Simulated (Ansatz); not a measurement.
The parent structure is ZnTe in the zinc blende structure (space group F-43m, No. 216; a = 6.179 Å). Axes: x, y, z lie along the cube axes.

Computed with PBE (Ansatz, a program for electronic structure; PAW; 420 eV plane waves; no spin-orbit coupling).

The change: a pure shear with ε_xy = ε_yx = -0.0156, atoms relaxed at fixed cell.

**Question.** Predict the stress tensor and what it implies for the stiffness.

**Answer.** Stress of the strained cell less that of the base (GPa, compression positive):
```
   0.02    0.93    0.00
   0.93    0.02    0.00
   0.00    0.00    0.00
```

Then −Δσ/γ with γ = 2ε = -0.0312 gives secant stiffness values (nonlinear terms included at this strain): C66 ≈ 30 GPa.

No phonon test of stability was made.
